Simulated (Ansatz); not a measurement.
BaSnO₃ (cubic perovskite)

```xyz
5
Lattice="4.1762 0.0000 0.0000 0.0000 4.1762 0.0000 0.0000 0.0000 4.1762" Properties=species:S:1:pos:R:3 pbc="T T T"
Ba     0.0000     0.0000     0.0000
Sn     2.0881     2.0881     2.0881
O      0.0000     2.0881     2.0881
O      2.0881     2.0881     0.0000
O      2.0881     0.0000     2.0881
```

The volume is varied about the relaxed value V₀ at fixed cell shape. Symmetry pins the atoms to their sites.

Computed with PBE (plane waves to 420 eV, PAW, scalar-relativistic; Ansatz, a quantum-chemistry and plane-wave program). k mesh 8×8×8 (Γ-centred), Fermi-Dirac smearing 0.05 eV. E stands for the smeared free energy. Compression counts positive. BaSnO3 was relaxed with its symmetry unable to fall. The PAW data are Ansatz's earlier set. The zero of ΔE is the relaxed starting cell.

### Question
Estimate the ΔE (meV/atom) and P (GPa) for V/V₀ = 0.900, 0.917, 0.967, 0.983, 1.017, 1.033, 1.050, 1.067.

### Answer
```json
[
 {"V/V₀": "0.900", "ΔE (meV/atom)": "75.0", "P (GPa)": "18.3"},
 {"V/V₀": "0.917", "ΔE (meV/atom)": "50.2", "P (GPa)": "14.4"},
 {"V/V₀": "0.967", "ΔE (meV/atom)": "7.2", "P (GPa)": "4.9"},
 {"V/V₀": "0.983", "ΔE (meV/atom)": "1.7", "P (GPa)": "2.3"},
 {"V/V₀": "1.017", "ΔE (meV/atom)": "1.6", "P (GPa)": "-2.1"},
 {"V/V₀": "1.033", "ΔE (meV/atom)": "6.3", "P (GPa)": "-4.0"},
 {"V/V₀": "1.050", "ΔE (meV/atom)": "13.6", "P (GPa)": "-5.7"},
 {"V/V₀": "1.067", "ΔE (meV/atom)": "23.5", "P (GPa)": "-7.3"}
]
```

(A scan under strain: stresses follow from slopes of the energy per volume, elastic moduli from its curvatures.)
